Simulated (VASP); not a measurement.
## Cs2AgBiBr6: relaxation of cell and atoms with PBE

Cs2AgBiBr6:

```
Bi Cs Ag Br
1.0
     0.00000    5.61610    5.61610
     5.61610    0.00000    5.61610
     5.61610    5.61610    0.00000
Bi Cs Ag Br
1 2 1 6
Direct
  0.00000 0.00000 0.00000
  0.75000 0.75000 0.75000
  0.25000 0.25000 0.25000
  0.50000 0.50000 0.50000
  0.74945 0.74945 0.25055
  0.25055 0.25055 0.74945
  0.74945 0.25055 0.25055
  0.74945 0.25055 0.74945
  0.25055 0.74945 0.74945
  0.25055 0.74945 0.25055
```

```
Program                : VASP 6.6.1
Task                   : relaxation of cell and atoms
Functional             : PBE
Potentials or basis    : VASP PAW PBE potentials, release 64 (Bi_d, Cs_sv, Ag, Br)
Cutoff                 : 600 eV
k mesh                 : 3 × 3 × 3
Occupations            : fermi-dirac, width 0.05 eV
Spin                   : no spin polarisation
Further INCAR settings : ALGO = Fast; EDIFF = 1e-06; IBRION = 2; EDIFFG = -0.005; NSW = 40; ISIF = 3
```

The relaxed volume is 37.80 Å³/atom and the relaxed cell is a = 8.116 Å, b = 8.116 Å, c = 8.116 Å, α = 60.00°, β = 60.00°, γ = 60.00°. The space group after relaxing (to 0.05 Å) is Fm-3m (No. 225) and the energy gained by relaxing is 13.7 meV/atom. The ionic steps are 5 and the pressure after relaxing is 0.0 GPa. The band gap on the k mesh is 1.90 eV, indirect (least direct gap 2.48 eV).

Step by step:
| step | energy change (eV) | largest force (eV/Å) | pressure (GPa) | volume (Å³) |
| --- | --- | --- | --- | --- |
| 1 | 0.0000 | 0.2920 | 1.87 | 354.27 |
| 2 | -0.1363 | 0.0229 | 0.09 | 375.87 |
| 3 | -0.1366 | 0.0360 | 0.02 | 376.96 |
| 4 | -0.1369 | 0.0253 | 0.01 | 377.27 |
| 5 | -0.1373 | 0.0006 | 0.00 | 377.99 |

Final structure:
```xyz
10
Lattice="0.0000 5.7387 5.7387 5.7387 0.0000 5.7387 5.7387 5.7387 0.0000" Properties=species:S:1:pos:R:3 pbc="T T T"
Bi    0.0000    0.0000    0.0000
Cs    8.6081    8.6081    8.6081
Cs    2.8694    2.8694    2.8694
Ag    5.7387    5.7387    5.7387
Br    5.7387    5.7387    8.5924
Br    5.7387    5.7387    2.8851
Br    2.8851    5.7387    5.7387
Br    5.7387    8.5924    5.7387
Br    8.5924    5.7387    5.7387
Br    5.7387    2.8851    5.7387
```

Levels at points of the mesh, in eV from the valence-band top:
```csv
k point,band 39,band 40,band 41,band 42,band 43,band 44,band 45,band 46,band 47,band 48
"(0.00, 0.00, 0.00)",-0.65,-0.65,-0.65,-0.23,-0.23,2.67,2.67,2.67,4.04,5.14
```

Wall time 9.4 min on 1 thread of Intel(R) Xeon(R) 6975P-C (Granite Rapids), with other jobs on the host, peak memory 0.7 GiB.

Caveat: spin-orbit coupling is left out, which as a rule narrows the gap of such compounds by several tenths of an eV; an odd mesh through Γ misses points on the zone boundary, where band edges often lie. PBE usually gives volumes a little too large and moduli too small.
